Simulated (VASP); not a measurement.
The system is GaP.

```
Ga P
1.0
     0.00000    2.72525    2.72525
     2.72525    0.00000    2.72525
     2.72525    2.72525    0.00000
Ga P
1 1
Direct
  0.00000 0.00000 0.00000
  0.75000 0.75000 0.75000
```

Base run:

* Program: VASP 6.6.1
* Functional: TB-mBJ
* Potentials or basis: VASP PAW PBE potentials, release 64 (Ga_d, P)
* Cutoff: 520 eV
* k mesh: 8 × 8 × 8
* Occupations: fermi-dirac, width 0.05 eV
* Spin: no spin polarisation

Its results: band gap on the k mesh 2.43 eV, indirect (least direct gap 2.95 eV).

Task: The run is repeated on the same cell with these changes: functional from TB-mBJ to PBE; further incar settings from ALGO = Normal; EDIFF = 1e-07 to ALGO = Fast; EDIFF = 1e-08; IBRION = 8. What comes out?

Result: Band gap on the k mesh 1.64 eV, indirect (least direct gap 1.83 eV).

A k mesh can miss the band edges.

Not every run made on this cell is shown here.
